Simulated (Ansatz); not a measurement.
The system is Ge.

```
Ge
1.0
     1.48805   -2.59469    0.00000
     1.48805    2.59469    0.00000
     0.00000    0.00000    4.72760
Ge
2
Direct
  0.33345 0.66655 0.25000
  0.66655 0.33345 0.75000
```

This isn't the form of Ge at room conditions, which is diamond.

A run of Ansatz 0.2.0 on this cell left the log below. Logs are shortened: lines on timing, memory, paths and dates and some standing lists are left out, and cuts for length are marked.

```text
Warning: RAYON_NUM_THREADS=2 ignored (pool sized by the plan → 2); use --threads N
Engine: ansatz 0.2.0, aarch64-unknown-linux-gnu
Pseudopotentials: kind: paw
Pseudopotential: Ge, paw, valence charge 14, recommended cutoff 420 eV (normal), Ge.paw.azcp
Functional definition: revPBE
  parameter kappa = 1.245
  parameter beta = 0.06672455060314922
  exchange = pbe_x(kappa = kappa, mu = beta*pi^2/3)
  correlation = pbe_c(beta = beta)
Crystal: 2 atoms, lattice volume = 36.507 Å³
Basis set: ecut = 420 eV, 695 PW (Γ), exchange–correlation on 40×40×64 points (8 copies of the dense FFT grid, shifted against one another)
Bands: 18, of which v1, the nominal top of the filled ones, is band 14 counted from 1 (13 counted from 0)
Symmetry: 8 space group operations
Space group: Cmcm (ITA 63), of the structure as read, at distance tolerance 3.3e-5 Å
k-points: 124 of 600
Non-local potential: Ge, projectors of the file, l = 0: 2, l = 1: 2, l = 2: 3, l = 3: 1
PAW form: soft (Blöchl's): semilocal exchange-correlation on the pseudo side does not see the compensation charge
PAW frozen core: Ge, regenerated for the run's functional, and the local potential with it (the file was generated under x = pbe(κ = 0.804, μ = 0.2195149727645171), c = pbe(β = 0.06672455060314922))
PAW one-centre angular grid: Ge, 590 points (default); XC on 64 Gauss nodes
Initial density: superposition of atomic densities (neutral atoms: chi_scale 0, normalization atom), corrected by the library's trained network
Initial wavefunctions: pseudopotential atomic-orbital guess
Functional: x = revpbe(κ = 1.245, μ = 0.2195149727645171), c = pbe(β = 0.06672455060314922)
SCF iter   1: F=—  HF=-8597.410836 eV  |F-HF|=—  |Δ(HF+E_count)|=         —  Δρ=2.62e-3  dr2=1.07e-3  ethr=1.77e-3  ⟨swp⟩=5.0  Hψ=9107  notcnv=0
preconditioner: auto → none  [metal: Δε(μ)=0.024 eV  Ē_g=23.224 eV  σ=0.050 eV  W_gap=0.12  n_scr=8 (ndim 8)  ℏωp=32.5 eV  f_vac=0.000  D(μ)=1.13/eV (n_scr^D=2)  sad-step TF]
SCF iter   2: F=—  HF=-8597.410274 eV  |F-HF|=—  |Δ(HF+E_count)|=   5.62e-4  Δρ=1.39e-3  dr2=4.56e-4  ethr=3.82e-6  ⟨swp⟩=2.0  Hψ=4954  notcnv=0
SCF iter   3: F=—  HF=-8597.410327 eV  |F-HF|=—  |Δ(HF+E_count)|=   5.27e-5  Δρ=4.99e-4  dr2=3.64e-5  ethr=1.63e-6  ⟨swp⟩=2.5  Hψ=3607  notcnv=0
SCF iter   4: F=—  HF=-8597.410400 eV  |F-HF|=—  |Δ(HF+E_count)|=   7.36e-5  Δρ=4.39e-5  dr2=3.24e-7  ethr=1.30e-7  ⟨swp⟩=2.0  Hψ=3869  notcnv=0
iter 5 did not close the SCF: its close was put off for the readings that it lacked (scf_convergence_deferred on its scf_iter line)
SCF iter   5: F=-8597.410401 eV  HF=-8597.410401 eV  |F-HF|=1.90e-9  |Δ(HF+E_count)|=   3.38e-7  Δρ=3.93e-6  dr2=5.32e-9  ethr=1.16e-9  ⟨swp⟩=3.0  Hψ=3963  notcnv=0
SCF iter   6: F=-8597.410401 eV  HF=-8597.410401 eV  |F-HF|=0.00e0  |Δ(HF+E_count)|=  7.75e-10  Δρ=8.78e-7  dr2=1.84e-10  ethr=1.90e-11  ⟨swp⟩=1.4  Hψ=6983  notcnv=0
[... 87 lines left out ...]
  E_kinetic    = 218.814446
  E_local      = -4316.478994  (includes V_loc(G=0)·N_el)
  E_nonlocal   = 828.839549
  E_hartree    = 1883.290683
  E_xc         = -150.695870
  E_vxc        = -128.006512  (∫ρ·V_xc dr)
  E_paw        = -4039.527847  (= ΣΔE_a)
  E_vpaw       = -608.917319  (= ΣTr[D̂ρ^β])
  E_aug_tail   = 0.000692  (compensation charges beyond the density's cutoff)
  E_ewald      = -3021.433822
  E_core_change = -0.261096  (= ΣΔE_core)
  E_smearing   = -0.007479  (= −TS)
  E_closure    = -0.000000  (closes the sum)
  Σ components = -8597.459737   (vs F -8597.459737, Δ=0.00e0)
--- Forces (eV/Å), atoms counted from 1 ---
  atom   1  Ge     0.00000000    -0.00081310     0.00000000
  atom   2  Ge    -0.00000000     0.00081310     0.00000000
  max |Σ_I F_I| component: 1.08e-19 eV/Å
--- Stress (GPa, compression-positive) ---
        0.024025      -0.000000      -0.000000
       -0.000000      -0.028286      -0.000000
       -0.000000      -0.000000       0.009899
  P = ⅓ Tr σ = 0.0019 GPa (0.019 kbar)
--- Band table (eV; the first three rows and the last of 124) ---
  k-point 0: bands = ["-14.1345", "-14.1320", "-14.1314", "-14.1252", "-14.1251", "-14.1192", "-14.1081", "-14.1051", "-14.0526", "-14.0519", "-2.2338", "2.9238", "5.3306", "16.8910", "17.1717", "18.7886", "19.0040", "19.5273"]
  k-point 1: bands = ["-14.1358", "-14.1331", "-14.1314", "-14.1286", "-14.1270", "-14.1212", "-14.1010", "-14.0977", "-14.0549", "-14.0539", "-2.0634", "1.8877", "6.6998", "17.0199", "17.2980", "17.8816", "18.7025", "18.9205"]
  k-point 2: bands = ["-14.1382", "-14.1330", "-14.1322", "-14.1315", "-14.1300", "-14.1259", "-14.0870", "-14.0840", "-14.0617", "-14.0601", "-1.5525", "0.4658", "9.1132", "14.9215", "17.3853", "17.6528", "18.3996", "18.6300"]
  k-point 123: bands = ["-14.1594", "-14.1594", "-14.1402", "-14.1402", "-14.0890", "-14.0890", "-14.0501", "-14.0501", "-14.0481", "-14.0481", "3.5618", "3.5618", "5.9088", "5.9088", "14.8226", "14.8226", "15.1029", "15.1029"]
--- Relaxed structure (6 steps of the walk, 6 accepted, 2 SCFs on fresh bases) ---
  F+E_penalty+E_count = -8597.45973672 eV   max|allowed force component| = 8.131e-4 eV/Å   (the final SCF, on the basis selected at the relaxed cell)
  cell:  # Å, volume = 39.2686 Å³
    - [1.5071306922630787, -2.650688576730893, 0.0]
    - [1.5071306922630787, 2.650688576730893, 0.0]
    - [0.0, 0.0, 4.914794519521567]
  atoms:
    - { symbol: Ge, position: [0.3343216692274026, 0.6656783307725973, 0.24999999999999997] }
    - { symbol: Ge, position: [0.6656783307725973, 0.3343216692274026, 0.75] }
```

Task: What input gives this log?

Result: Relaxation of cell and atoms with revPBE, no spin polarisation. The files as run (others can give the same):

input.yaml
```yaml
crystal:
  lattice:
    - [1.488052925, -2.59468961, 0.0]
    - [1.488052925, 2.59468961, 0.0]
    - [0.0, 0.0, 4.72759579]
  atoms:
    - { symbol: Ge, position: [0.33344663, 0.66655337, 0.25] }
    - { symbol: Ge, position: [0.66655337, 0.33344663, 0.75] }
hamiltonian:
  xc: revpbe
  pseudopotentials: { kind: paw }
kpoints:
  mp_grid: { grid: [10, 10, 6] }
scf:
  occupations: { method: fermi_dirac, width: 0.05 }
output:
  forces: true
  stress: true
  eigenvalues: true
relax:
  f_tol: 0.01
  max_steps: 40
  cell: { stress_tol: 0.05 }
```

Potentials or basis: Ansatz PAW.
Run with:
```sh
$ ansatz run input.yaml --threads 2 --pin off --max-ram 5632MiB --backend cpu --events-out ev --progress --plain --runs-dir out
```

Caveat: the plane-wave basis is chosen anew once the cell has moved, so the energies of steps on either side of that aren't comparable; the PAW data sets come from PBE, with cores solved anew for the run's functional, which leaves a small shift of forces and pressure.
